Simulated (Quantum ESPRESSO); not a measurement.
An input for Quantum ESPRESSO 7.5 (As):

pw.in

```
&CONTROL
  calculation = 'scf'
  prefix = 'pwscf'
  outdir = './tmp'
  pseudo_dir = './pseudo'
  tprnfor = .true.
  tstress = .true.
  disk_io = 'low'
/
&SYSTEM
  ibrav = 0
  nat = 2
  ntyp = 1
  ecutwfc = 40
  ecutrho = 320
  nbnd = 20
  input_dft = 'r2-scan'
  occupations = 'fixed'
  noncolin = .true.
  lspinorb = .true.
/
&ELECTRONS
  conv_thr = 4d-10
  electron_maxstep = 50
  mixing_beta = 0.5
/
ATOMIC_SPECIES
As    74.9216 As.upf
CELL_PARAMETERS angstrom
   1.8807968987    1.0858785957    3.5140619945
  -1.8807968987    1.0858785957    3.5140619945
   0.0000000000   -2.1717571915    3.5140619945
ATOMIC_POSITIONS crystal
As     0.2260000000    0.2260000000    0.2260000000
As     0.7740000000    0.7740000000    0.7740000000
K_POINTS automatic
9 9 9 0 0 0
```

Potentials or basis: PSlibrary FR USPP PBE.

Launch:

```bash
$ OMP_NUM_THREADS=1 pw.x -in pw.in > pw.out
```

Problem. What does the program do with it?

Solution. The run stopped without a result. It printed:

pw.out:

```text
This program is part of the open-source Quantum ESPRESSO suite
     for quantum simulation of materials; please cite
         "P. Giannozzi et al., J. Phys.:Condens. Matter 21 395502 (2009);
         "P. Giannozzi et al., J. Phys.:Condens. Matter 29 465901 (2017);
         "P. Giannozzi et al., J. Chem. Phys. 152 154105 (2020);
     in publications or presentations arising from this work. More details at

     IMPORTANT: XC functional enforced from input :
     Exchange-correlation= R2-SCAN
                           (   0   0   0   0   0 263 267)
     Any further DFT definition will be discarded
     Please, verify this is what you really want

 %%%%%%%%%%%%%%%%%%%%%%%%%%%%%%%%%%%%%%%%%%%%%%%%%%%%%%%%%%%%%%%%%%%%%%%%%%%%%%
     Error in routine setup (1):
     Meta-GGA not implemented with USPP/PAW
 %%%%%%%%%%%%%%%%%%%%%%%%%%%%%%%%%%%%%%%%%%%%%%%%%%%%%%%%%%%%%%%%%%%%%%%%%%%%%%

     stopping ...
```
